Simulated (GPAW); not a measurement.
# WC (Fm-3m) in GPAW: a series of runs

One crystal, WC, is run at these levels: PBEsol; tasks: band structure, single point.

All numbers are computed with GPAW 26.7.0; they aren't measurements. Logs are shortened: lines on timing, memory, paths and dates and some standing lists are left out, and cuts for length are marked. The log counts tension as positive stress, the text compression.

## (1) Starting point

Symmetry: Fm-3m, No. 225, cubic system. Conventional cell: a = 4.385 Å, b = 4.385 Å, c = 4.385 Å, α = 90.00°, β = 90.00°, γ = 90.00°. W (site symmetry m-3m) has 6 C at 2.19 Å as nearest neighbours. C (site symmetry m-3m) has 6 W at 2.19 Å as nearest neighbours.

Measurements of this composition are mostly on another form, of space group No. 187.

## (2) Band structure, PBEsol

Input file run.py:

```python
from ase import Atoms
from ase.dft.bandgap import bandgap
from ase.io import write
from ase.units import GPa
from gpaw import GPAW, PW, setup_paths

setup_paths.insert(0, '.')

atoms = Atoms(['W', 'C'],
              cell=[[0.0, 2.192684, 2.192684],
                    [2.192684, 0.0, 2.192684],
                    [2.192684, 2.192684, 0.0]],
              scaled_positions=[[0.0, 0.0, 0.0],
                                [0.5, 0.5, 0.5]],
              pbc=True)

calc = GPAW(mode=PW(800),
            xc='PBEsol',
            kpts={'size': (10, 10, 10), 'gamma': True},
            occupations={'name': 'fermi-dirac', 'width': 0.05},
            nbands=19,
            convergence={'density': 1e-05, 'energy': 1e-05},
            maxiter=150,
            txt='gpaw.txt')
atoms.calc = calc
energy = atoms.get_potential_energy()
forces = atoms.get_forces()
stress = atoms.get_stress()
calc.write('gs.gpw')
write('result.traj', atoms)
print(f'Energy: {energy:.6f} eV')
print('Forces (eV/A):')
print(forces.round(4))
print('Stress (GPa):', (stress / GPa).round(3))
print('Fermi level:', round(calc.get_fermi_level(), 4), 'eV')
print(f'Gap: {bandgap(calc)[0]:.4f} eV, direct: {bandgap(calc, direct=True)[0]:.4f} eV')

path = atoms.cell.bandpath('GXWKGLUWLK,UX', npoints=100, eps=1e-4)
bs_calc = calc.fixed_density(kpts=path, symmetry='off', nbands=28,
                             convergence={'bands': 'CBM+6.0', 'eigenstates': 1e-6}, txt='bands.txt')
bs = bs_calc.band_structure()
bs.write('bs.json')
print(f'Gap on the path: {bandgap(bs_calc)[0]:.4f} eV')
```

Potentials or basis: PAW data sets generated in the run's folder for this functional, pw.

Launch:

```
$ gpaw-setup -f PBEsol C W
$ OMP_NUM_THREADS=1 python run.py
```

gpaw.txt:

```text
__  _  _
 | _ |_)|_||  |
 |__||  | ||/\| - 26.7.0

Input parameters:
  mode=PW(ecut=800.0),
  convergence={'density': 1e-05, 'energy': 1e-05},
  kpts=MonkhorstPack(size=(10, 10, 10), gamma=True),
  maxiter=150,
  nbands=19,
  occupations=Occupations(name='fermi-dirac', width=0.05),
  xc=XC(name='PBEsol')

Diagonalizing LCAO Hamiltonian
Converting LCAO to pw mode

              C

       W

Atoms  # Å, Bohr magnetons
|   | symbol |        x |        y |        z |    initial magnetic moments |
|---|--------|----------|----------|----------|-----------------------------|
| 0 |      W | 0.000000 | 0.000000 | 0.000000 | ( 0.0000,  0.0000,  0.0000) |
| 1 |      C | 2.192684 | 2.192684 | 2.192684 | ( 0.0000,  0.0000,  0.0000) |

Unit cell  # Å
| periodic |        x |        y |        z |  lengths |    angles |
|----------|----------|----------|----------|----------|-----------|
|      yes | 0.000000 | 2.192684 | 2.192684 | 3.100923 | 60.000000 |
|      yes | 2.192684 | 0.000000 | 2.192684 | 3.100923 | 60.000000 |
|      yes | 2.192684 | 2.192684 | 0.000000 | 3.100923 | 60.000000 |

Number of symmetries: 48
Symmetry operations  # r_c * U_cc + t_c -> r_c
|    | kind |            matrix            |
|----|------|------------------------------|
|  0 |  σ   |  1, 0, 0,  1, 0,-1,  1,-1, 0 |
|  1 |  C2  |  1, 0, 0,  1,-1, 0,  1, 0,-1 |
|  2 |  E   |  1, 0, 0,  0, 1, 0,  0, 0, 1 |
|  3 |  σ   |  1, 0, 0,  0, 0, 1,  0, 1, 0 |
|  4 |  C4  |  1, 0,-1,  1, 0, 0,  1,-1, 0 |
|  5 |  S6  |  1, 0,-1,  1,-1, 0,  1, 0, 0 |
|  6 |  σ   |  1, 0,-1,  0, 1,-1,  0, 0,-1 |
|  7 |  C3  |  1, 0,-1,  0, 0,-1,  0, 1,-1 |
|  8 |  S6  |  1,-1, 0,  1, 0, 0,  1, 0,-1 |
|  9 |  C4  |  1,-1, 0,  1, 0,-1,  1, 0, 0 |
| 10 |  C3  |  1,-1, 0,  0,-1, 1,  0,-1, 0 |
| 11 |  σ   |  1,-1, 0,  0,-1, 0,  0,-1, 1 |
| 12 |  σ   |  0, 1, 0,  1, 0, 0,  0, 0, 1 |
| 13 |  C4  |  0, 1, 0,  0, 1,-1, -1, 1, 0 |
| 14 |  C3  |  0, 1, 0,  0, 0, 1,  1, 0, 0 |
| 15 |  S6  |  0, 1, 0, -1, 1, 0,  0, 1,-1 |
| 16 |  C2  |  0, 1,-1,  1, 0,-1,  0, 0,-1 |
| 17 |  σ   |  0, 1,-1,  0, 1, 0, -1, 1, 0 |
| 18 |  S4  |  0, 1,-1,  0, 0,-1,  1, 0,-1 |
| 19 |  C4  |  0, 1,-1, -1, 1, 0,  0, 1, 0 |
| 20 |  C3  |  0, 0, 1,  1, 0, 0,  0, 1, 0 |
| 21 |  σ   |  0, 0, 1,  0, 1, 0,  1, 0, 0 |
| 22 |  S6  |  0, 0, 1,  0,-1, 1, -1, 0, 1 |
| 23 |  C4  |  0, 0, 1, -1, 0, 1,  0,-1, 1 |
| 24 |  S4  |  0, 0,-1,  1, 0,-1,  0, 1,-1 |
| 25 |  C3  |  0, 0,-1,  0, 1,-1,  1, 0,-1 |
| 26 |  C2  |  0, 0,-1,  0,-1, 0, -1, 0, 0 |
| 27 |  S6  |  0, 0,-1, -1, 0, 0,  0,-1, 0 |
| 28 |  S4  |  0,-1, 1,  1,-1, 0,  0,-1, 0 |
| 29 |  C4  |  0,-1, 1,  0, 0, 1, -1, 0, 1 |
| 30 |  C2  |  0,-1, 1,  0,-1, 0,  1,-1, 0 |
| 31 |  σ   |  0,-1, 1, -1, 0, 1,  0, 0, 1 |
| 32 |  C3  |  0,-1, 0,  1,-1, 0,  0,-1, 1 |
| 33 |  S6  |  0,-1, 0,  0, 0,-1, -1, 0, 0 |
| 34 |  S4  |  0,-1, 0,  0,-1, 1,  1,-1, 0 |
| 35 |  C2  |  0,-1, 0, -1, 0, 0,  0, 0,-1 |
| 36 |  C2  | -1, 1, 0,  0, 1, 0,  0, 1,-1 |
| 37 |  S6  | -1, 1, 0,  0, 1,-1,  0, 1, 0 |
| 38 |  S4  | -1, 1, 0, -1, 0, 1, -1, 0, 0 |
| 39 |  C3  | -1, 1, 0, -1, 0, 0, -1, 0, 1 |
| 40 |  S6  | -1, 0, 1,  0, 0, 1,  0,-1, 1 |
| 41 |  C2  | -1, 0, 1,  0,-1, 1,  0, 0, 1 |
| 42 |  C3  | -1, 0, 1, -1, 1, 0, -1, 0, 0 |
| 43 |  S4  | -1, 0, 1, -1, 0, 0, -1, 1, 0 |
| 44 |  C2  | -1, 0, 0,  0, 0,-1,  0,-1, 0 |
| 45 |  i   | -1, 0, 0,  0,-1, 0,  0, 0,-1 |
| 46 |  σ   | -1, 0, 0, -1, 1, 0, -1, 0, 1 |
| 47 |  C2  | -1, 0, 0, -1, 0, 1, -1, 1, 0 |

BZ-sampling:
[... 66 lines left out ...]
    |   5d |  4.000 |      -4.526 |    1.228 |
    |    d |        |      22.686 |    1.228 |

    Using partial waves for W as LCAO basis

  C:
    name:    Carbon
    Z:       6.0
    valence: 4
    core:    2
    charge:  0.0  # [|e|]
    compensation charges:
      type: gauss
      rc: 0.20  # [Å]
      lmax: 2
    cutoffs:
      filter: 1.14  # [Å]
      core: 1.14  # [Å]
    projectors
    | kind |    occ | energy [eV] | rcut [Å] |
    |------|--------|-------------|----------|
    |   2s |  2.000 |     -13.648 |    0.635 |
    |   2p |  2.000 |      -5.232 |    0.635 |
    |    s |        |      13.563 |    0.635 |
    |    p |        |      21.979 |    0.635 |
    |    d |        |       0.000 |    0.635 |

    Using partial waves for C as LCAO basis

Reference energy: -439665.733139  # eV

eigensolver:
  PPCG
  Converge bands: occupied
  niter=2

density mixing:
  MSR1-Mixer
  Pratt-step length: 0.05
  Maximum mixing coefficient: 0.75
  Old densities: 10
  SVD Regularization: 0.005
  Good broyden scale: 1.0
  Trust region scale: 1.0
  Backstep threshold: 4.0
  History deletion threshold: 6.0
  Fourier metric: weight=20.0, sigma=0.015

occupation numbers:
  Fermi-Dirac:
    width: 0.0500  # eV

poisson solver:
  ecut: 6400.0  # eV

xc functional:
  name: PBEsol with 2 nearest neighbor stencil

convergence criteria:
- Maximum integral of absolute [dens]ity change: 1e-05 electrons / valence electron
- Maximum [total energy] change in last 3 cyles: 1e-05 eV / valence electron
- Maximum integral of absolute [eigenst]ate change: 4e-08 eV^2 / valence electron
maximum number of iterations: 150

SCF iterations
|iter     | |      energy | eigst |  dens |
|---------|-|-------------|-------|-------|
|iter:   1| |  -23.414993 | +0.09 |       |
|iter:   2| |  -22.859699 | -2.59 | -0.90 |
|iter:   3| |  -21.645371 | -1.58 | -0.97 |
|iter:   4| |  -21.648792 | -3.41 | -1.75 |
|iter:   5| |  -21.655845 | -3.76 | -1.97 |
|iter:   6| |  -21.655786 | -5.89 | -3.12 |
|iter:   7| |  -21.655786c| -7.47c| -3.84 |
|iter:   8| |  -21.655786c| -8.22c| -4.32 |
|iter:   9| |  -21.655786c| -9.79c| -5.59c|

Converged in 9 steps
Energy contributions relative to reference atoms: (reference = -439665.733139)

Energy contributions:
  Kinetic:           8.564407
  Coulomb:         -10.053791
  Zero:              0.004252
  External:          0.000000
  Xc:              -20.167468
  Entropy:          -0.006371
  Spinorbit:         0.000000
  ----------------------------
  Free energy:     -21.658972
  Extrapolated:    -21.655786

dipole moment: (-16.334932, -16.334932, -16.334932)  # |e|*Ang

Fermi level: 15.309
Eigenvalues  # (at kpt = [0.000, 0.000, 0.000])
| band index |      eig [eV] | occ [0-2] |
|------------|---------------|-----------|
|          0 |       -59.907 |     2.000 |
|        ... |               |           |
|          5 |        12.501 |     2.000 |
|          6 |        12.501 |     2.000 |
|          7 |        12.501 |     2.000 |
|          8 |        14.237 |     2.000 |
|          9 |        14.237 |     2.000 |
|         10 |        14.237 |     2.000 |
|         11 |        14.295 |     2.000 |
|         12 |        14.295 |     2.000 |
|         13 |        21.752 |     0.000 |
|         14 |        24.989 |     0.000 |
|         15 |        38.393 |     0.000 |
|         16 |        38.393 |     0.000 |
|         17 |        38.393 |     0.000 |
|         18 |        41.101 |     0.000 |

No gap
No difference between direct/indirect transitions

Forces  # eV/Ang
|        x |       y |       z |
|----------|---------|---------|
|  0.00000 | 0.00000 | 0.00000 |  # W    0
| -0.00000 | 0.00000 | 0.00000 |  # C    1

Stress tensor  # eV/Ang^3
|        x |         y |         z |
|----------|-----------|-----------|
| 0.067136 |  0.000000 |  0.000000 |
| 0.000000 |  0.067136 | -0.000000 |
| 0.000000 | -0.000000 |  0.067136 |

# Writing to gs.gpw (mode='')
```

stdout:

```text
Energy: -21.655786 eV
Forces (eV/A):
[[ 0.  0.  0.]
 [-0.  0.  0.]]
Stress (GPa): [10.756 10.756 10.756 -0.     0.     0.   ]
Fermi level: 15.3087 eV
Gap: 0.0000 eV, direct: 0.0000 eV
Gap on the path: 0.0000 eV
```

bands.txt:

```text
Diagonalizing LCAO Hamiltonian
Converting LCAO to pw mode
convergence criteria:
- Maximum integral of absolute [eigenst]ate change: 1e-06 eV^2 / valence electron
maximum number of iterations: 150

SCF iterations
|iter     | |      energy | eigst |  dens |
|---------|-|-------------|-------|-------|
|iter:   1| |             | +0.06 |       |
[... 104 lines left out ...]
         [0.375     , 0.375     , 0.75      ],
         [0.625     , 0.25      , 0.625     ],
         [0.60416667, 0.20833333, 0.60416667],
         [0.58333333, 0.16666667, 0.58333333],
         [0.5625    , 0.125     , 0.5625    ],
         [0.54166667, 0.08333333, 0.54166667],
         [0.52083333, 0.04166667, 0.52083333],
         [0.5       , 0.        , 0.5       ]])),
  maxiter=150,
  nbands=28,
  occupations=Occupations(name='fermi-dirac', width=0.05),
  symmetry=Symmetry(point_group=False, time_reversal=False),
  xc=XC(name='PBEsol')
```

Run time: 1.9 min. Hardware: 1 thread of AMD EPYC, shared host; peak memory 0.26 GiB.

Results:

```yaml
Free_energy: -21.6590 eV
Pressure: -10.8 GPa
Band_gap_along_the_path: none (metal or under the smearing width)
```

Levels at the corners of the path, in eV from the Fermi level:
```csv
point,band 5,band 6,band 7,band 8,band 9,band 10,band 11,band 12,band 13
Γ,-15.80,-2.81,-2.81,-2.81,-1.07,-1.07,-1.07,-1.01,-1.01
X,-13.55,-5.83,-5.64,-2.52,-2.52,0.80,2.22,2.22,5.39
W,-12.65,-6.33,-6.11,-6.11,0.44,0.44,2.23,3.41,4.87
K,-12.76,-7.00,-5.97,-4.89,-1.74,1.38,2.48,4.81,4.82
Γ,-15.80,-2.81,-2.81,-2.81,-1.07,-1.07,-1.07,-1.01,-1.01
L,-11.19,-9.82,-6.60,-6.60,0.99,0.99,2.28,4.87,8.75
U,-12.76,-7.00,-5.97,-4.89,-1.74,1.38,2.48,4.81,4.82
W,-12.65,-6.33,-6.11,-6.11,0.44,0.44,2.23,3.41,4.87
L,-11.19,-9.82,-6.60,-6.60,0.99,0.99,2.28,4.87,8.75
K,-12.76,-7.00,-5.97,-4.89,-1.74,1.38,2.48,4.81,4.82
U,-12.76,-7.00,-5.97,-4.89,-1.74,1.38,2.48,4.81,4.82
X,-13.55,-5.83,-5.64,-2.52,-2.52,0.80,2.22,2.22,5.39
```

Caveat: spin-orbit coupling is left out, which moves the levels of the heavy elements.

## (3) Band structure, PBEsol, spin-orbit coupling, no magnetisation

Changes to run.py since step 2:

```diff
@@ -1 +1,2 @@
+import numpy as np
 from ase import Atoms
@@ -5,2 +6,3 @@
 from gpaw import GPAW, PW, setup_paths
+from gpaw.spinorbit import soc_eigenstates
 
@@ -43 +45,7 @@
 print(f'Gap on the path: {bandgap(bs_calc)[0]:.4f} eV')
+
+soc = soc_eigenstates(bs_calc, theta=90, phi=45)
+np.savetxt('soc_bands.dat', soc.eigenvalues(), fmt='%.4f')
+mesh = soc_eigenstates('gs.gpw', theta=90, phi=45)
+np.savetxt('soc_mesh.dat', mesh.eigenvalues(), fmt='%.4f')
+print('Fermi level with spin-orbit coupling:', round(mesh.fermi_level, 4), 'eV')
```

Potentials or basis: PAW data sets generated in the run's folder for this functional, pw.

Launch:

```
$ gpaw-setup -f PBEsol C W
$ OMP_NUM_THREADS=1 python run.py
```

Run time: 1.8 min. Hardware: 1 thread of AMD EPYC, shared host; peak memory 0.33 GiB.

Results (log left out):

| Property | Result |
| --- | --- |
| Free energy | -21.6590 eV |
| Pressure | -10.8 GPa |
| Band gap along the path | none (metal or under the smearing width) |

Levels at the corners of the path, in eV from the Fermi level:
```
point  band 14  band 15  band 16  band 17  band 18  band 19  band 20  band 21  band 22  band 23
    Γ    -3.00    -2.52    -2.52    -1.24    -1.24    -0.94    -0.94    -0.94    -0.94    -0.93
    X    -5.66    -2.64    -2.64    -2.13    -2.13     0.77     0.77     1.93     1.93     2.52
    W    -6.34    -5.70    -5.70     0.44     0.44     0.47     0.47     2.20     2.20     3.45
    K    -5.88    -4.80    -4.80    -1.71    -1.71     1.32     1.32     2.49     2.49     4.84
    Γ    -3.00    -2.52    -2.52    -1.24    -1.24    -0.94    -0.94    -0.94    -0.94    -0.93
    L    -6.68    -6.51    -6.51     0.92     0.92     0.99     0.99     2.38     2.38     4.87
    U    -5.88    -4.80    -4.80    -1.71    -1.71     1.32     1.32     2.49     2.49     4.84
    W    -6.34    -5.70    -5.70     0.44     0.44     0.47     0.47     2.20     2.20     3.45
    L    -6.68    -6.51    -6.51     0.92     0.92     0.99     0.99     2.38     2.38     4.87
    K    -5.88    -4.80    -4.80    -1.71    -1.71     1.32     1.32     2.49     2.49     4.84
    U    -5.88    -4.80    -4.80    -1.71    -1.71     1.32     1.32     2.49     2.49     4.84
    X    -5.66    -2.64    -2.64    -2.13    -2.13     0.77     0.77     1.93     1.93     2.52
```

Caveat: spin-orbit coupling was added after a scalar SCF, so levels and gaps hold it while energy, forces, pressure and moments don't; this program's spin-orbit splittings come out too wide for heavy elements.

## (4) Single point, PBEsol, 10.12 Å³/atom

Input file run.py:

```python
from ase import Atoms
from ase.dft.bandgap import bandgap
from ase.io import write
from ase.units import GPa
from gpaw import GPAW, PW, setup_paths

setup_paths.insert(0, '.')

atoms = Atoms(['W', 'C'],
              cell=[[0.0, 2.192684, 2.10497664],
                    [2.192684, 0.0, 2.10497664],
                    [2.192684, 2.192684, 0.0]],
              scaled_positions=[[0.0, 0.0, 0.0],
                                [0.5, 0.5, 0.5]],
              pbc=True)

calc = GPAW(mode=PW(800),
            xc='PBEsol',
            kpts={'size': (10, 10, 10), 'gamma': True},
            occupations={'name': 'fermi-dirac', 'width': 0.05},
            nbands=19,
            convergence={'density': 1e-05, 'energy': 1e-05},
            maxiter=150,
            txt='gpaw.txt')
atoms.calc = calc
energy = atoms.get_potential_energy()
forces = atoms.get_forces()
stress = atoms.get_stress()
calc.write('gs.gpw')
write('result.traj', atoms)
print(f'Energy: {energy:.6f} eV')
print('Forces (eV/A):')
print(forces.round(4))
print('Stress (GPa):', (stress / GPa).round(3))
print('Fermi level:', round(calc.get_fermi_level(), 4), 'eV')
print(f'Gap: {bandgap(calc)[0]:.4f} eV, direct: {bandgap(calc, direct=True)[0]:.4f} eV')
```

Launch:

```
$ gpaw-setup -f PBEsol C W
$ OMP_NUM_THREADS=1 python run.py
```

Wall time 53 s (1 thread of AMD EPYC 7R43 (Zen 3), shared host); peak memory 0.19 GiB.

The run converged. Its results:

```
Free energy            : -21.6210 eV
Pressure               : 6.1 GPa
Band gap on the k mesh : none (metal or under the smearing width)
```

Caveat: the density grid can change from cell to cell, which puts small steps into energies and stress.

## (5) Single point, PBEsol, 10.33 Å³/atom

Changes to run.py since step 4:

```diff
@@ -9,4 +9,4 @@
 atoms = Atoms(['W', 'C'],
-              cell=[[0.0, 2.192684, 2.10497664],
-                    [2.192684, 0.0, 2.10497664],
+              cell=[[0.0, 2.192684, 2.14883032],
+                    [2.192684, 0.0, 2.14883032],
                     [2.192684, 2.192684, 0.0]],
```

Launch:

```
$ gpaw-setup -f PBEsol C W
$ OMP_NUM_THREADS=1 python run.py
```

It took 52 s on 1 thread of AMD EPYC 7R43 (Zen 3), shared host; peak memory 0.19 GiB.

It converged, with:

* Free energy: -21.6655 eV
* Pressure: -3.1 GPa
* Band gap on the k mesh: none (metal or under the smearing width)

Caveat: the density grid can change from cell to cell, which puts small steps into energies and stress.

## (6) Band structure, PBEsol

Changes to run.py since step 5:

```diff
@@ -9,4 +9,4 @@
 atoms = Atoms(['W', 'C'],
-              cell=[[0.0, 2.192684, 2.14883032],
-                    [2.192684, 0.0, 2.14883032],
+              cell=[[0.0, 2.192684, 2.192684],
+                    [2.192684, 0.0, 2.192684],
                     [2.192684, 2.192684, 0.0]],
@@ -36 +36,8 @@
 print(f'Gap: {bandgap(calc)[0]:.4f} eV, direct: {bandgap(calc, direct=True)[0]:.4f} eV')
+
+path = atoms.cell.bandpath('GXWKGLUWLK,UX', npoints=100, eps=1e-4)
+bs_calc = calc.fixed_density(kpts=path, symmetry='off', nbands=28,
+                             convergence={'bands': 'CBM+6.0', 'eigenstates': 1e-6}, txt='bands.txt')
+bs = bs_calc.band_structure()
+bs.write('bs.json')
+print(f'Gap on the path: {bandgap(bs_calc)[0]:.4f} eV')
```

Potentials or basis: PAW data sets generated in the run's folder for this functional, pw.

Launch:

```
$ gpaw-setup -f PBEsol C W
$ OMP_NUM_THREADS=1 python run.py
```

Wall time 29 s (1 thread of Intel Xeon 6975P-C (Granite Rapids), shared host); peak memory 0.26 GiB.

The run converged. Its results:

| Property | Result |
| --- | --- |
| Free energy | -21.6590 eV |
| Pressure | -10.8 GPa |
| Band gap along the path | none (metal or under the smearing width) |

Levels at the corners of the path, in eV from the Fermi level:
| point | band 7 | band 8 | band 9 | band 10 | band 11 | band 12 |
| --- | --- | --- | --- | --- | --- | --- |
| Γ | -2.81 | -2.81 | -1.07 | -1.07 | -1.07 | -1.01 |
| X | -5.64 | -2.52 | -2.52 | 0.80 | 2.22 | 2.22 |
| W | -6.11 | -6.11 | 0.44 | 0.44 | 2.23 | 3.41 |
| K | -5.97 | -4.89 | -1.74 | 1.38 | 2.48 | 4.81 |
| Γ | -2.81 | -2.81 | -1.07 | -1.07 | -1.07 | -1.01 |
| L | -6.60 | -6.60 | 0.99 | 0.99 | 2.28 | 4.87 |
| U | -5.97 | -4.89 | -1.74 | 1.38 | 2.48 | 4.81 |
| W | -6.11 | -6.11 | 0.44 | 0.44 | 2.23 | 3.41 |
| L | -6.60 | -6.60 | 0.99 | 0.99 | 2.28 | 4.87 |
| K | -5.97 | -4.89 | -1.74 | 1.38 | 2.48 | 4.81 |
| U | -5.97 | -4.89 | -1.74 | 1.38 | 2.48 | 4.81 |
| X | -5.64 | -2.52 | -2.52 | 0.80 | 2.22 | 2.22 |

Caveat: spin-orbit coupling is left out, which moves the levels of the heavy elements.
